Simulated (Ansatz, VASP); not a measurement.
## One calculation of WC, two programs

```
W C
1.0
     2.91187    0.00000    0.00000
    -1.45593    2.52175    0.00000
     0.00000    0.00000    2.83694
W C
1 1
Direct
  0.00397 0.00793 0.00000
  0.66667 0.33333 0.50000
```

Alike in both runs: task single point; functional r2SCAN; k mesh 14 × 14 × 12; occupations gaussian, width 0.05 eV; no spin polarisation.

```csv
,VASP,Ansatz
version,VASP 6.6.1,Ansatz 0.2.0
potentials or method,"VASP PAW PBE potentials, release 64 (W_sv, C)","scalar-relativistic, plane waves, PAW"
plane-wave cutoff (eV),520,500
valence electrons in the cell,18,18
```

|  | VASP | Ansatz | Ansatz less VASP |
| --- | --- | --- | --- |
| gap on the k mesh at the Fermi level (eV) | none | none | - |
| pressure (GPa) | 1.9 | 0.1 | -1.88 |
| largest component of the traceless stress (GPa) | 0.87 | 0.75 | -0.114 |
| rms of the force components (eV/Å) | 0.182 | 0.180 | -0.0018 |

Atom by atom the forces differ by 0.002 eV/Å (rms over components). A gap of «none» marks a metal or a gap that the smearing closes. The functional is the same, so the differences come from potentials, cutoffs and numerics.

Caveats: the PAW data sets were made with another functional, which shifts forces and pressure a little (VASP). Spin-orbit coupling is left out, which matters for the levels of W.
